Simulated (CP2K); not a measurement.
Crystal: W2C.

```
W C
1.0
     3.07005    0.00000    0.00000
    -1.53502    2.65874    0.00000
     0.00000    0.00000    4.67843
W C
2 1
Direct
  0.66667 0.33333 0.25367
  0.33333 0.66667 0.74633
  0.00000 0.00000 0.00000
```

The cell comes from a database or a generator and needn't be the stable form of this composition.

Base run:

```yaml
Program: CP2K 2026.2
Functional: RPBE
Potentials_or_basis: POTENTIAL_UZH W GTH-PBE-q14, C GTH-PBE-q4; TZVP-MOLOPT-PBE-GTH basis
Density_cutoff: 6123 eV
k_mesh: 10 × 10 × 6
Occupations: fermi-dirac, width 0.05 eV
Spin: no spin polarisation
```

Its results: band gap on the k mesh none (metal or under the smearing width); pressure -1.6 GPa; largest force 0.011 eV/Å.

Problem. The run is repeated on the same cell with these changes: functional from RPBE to PBE. What comes out?

Solution. Band gap on the k mesh none (metal or under the smearing width); pressure -4.0 GPa; largest force 0.016 eV/Å.

PBE binds more tightly than RPBE, so the same cell stands under less pressure.

Caveats: spin-orbit coupling is left out, which moves the levels of the heavy elements; the basis of atomic orbitals isn't converged, which shifts pressures, moduli and gaps; the potentials were made for another functional, which shifts forces and pressure (some runs).
